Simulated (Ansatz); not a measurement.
Na, DFT, PBE, all-electron LAPW, scalar-relativistic (Ansatz 0.2.0), run on 1 thread of Arm Neoverse V2 on a shared host.

The cell is a measured one (Crystallography Open Database entry 9011002); the temperature and pressure of the measurement aren't taken into account, and nothing was relaxed. The listed cell was then made from it by scaling, straining or moving an atom.

Command: `ansatz run input.yaml --threads 1 --pin off --max-ram 3072MiB --backend cpu --events-out ev --progress --plain --runs-dir out`

```yaml
crystal:
  lattice:
    - [-2.1175, 2.1175, 2.053975]
    - [2.1175, -2.1175, 2.053975]
    - [2.1175, 2.1175, -2.053975]
  atoms:
    - { symbol: Na, position: [0.0, 0.0, 0.0] }
kpoints:
  mp_grid: { grid: [12, 12, 12] }
  band_path:
    path:
      - [0.0, 0.0, 0.0]
      - [0.0, 0.0, 0.5]
      - [-0.5, 0.5, 0.5]
      - [0.0, 0.0, 0.0]
      - [0.485225, 0.485225, -0.485225]
      - [-0.485225, 0.514775, 0.485225]
      - [-0.5, 0.5, 0.5]
      - [0.0, 0.0, 0.5]
      - [0.25, 0.25, 0.25]
    npoints: 5
scf:
  occupations: { method: fermi_dirac, width: 0.05 }
hamiltonian:
  xc: pbe
  pseudopotentials: { kind: all_electron, lapw: { basis_error: 0.00025 } }
output:
  forces: true
  stress: true
  eigenvalues: true
```

**Question.** How large is the problem that the program sets up?

**Answer.** 163 irreducible k-points, 79 plane waves at Γ, 9 bands.

**Question.** Estimate the wall time and the peak memory.

**Answer.** 4.7 s of wall time for 6 SCF iterations, with a peak of 0.23 GiB. Times on shared machines scatter by tens of per cent.
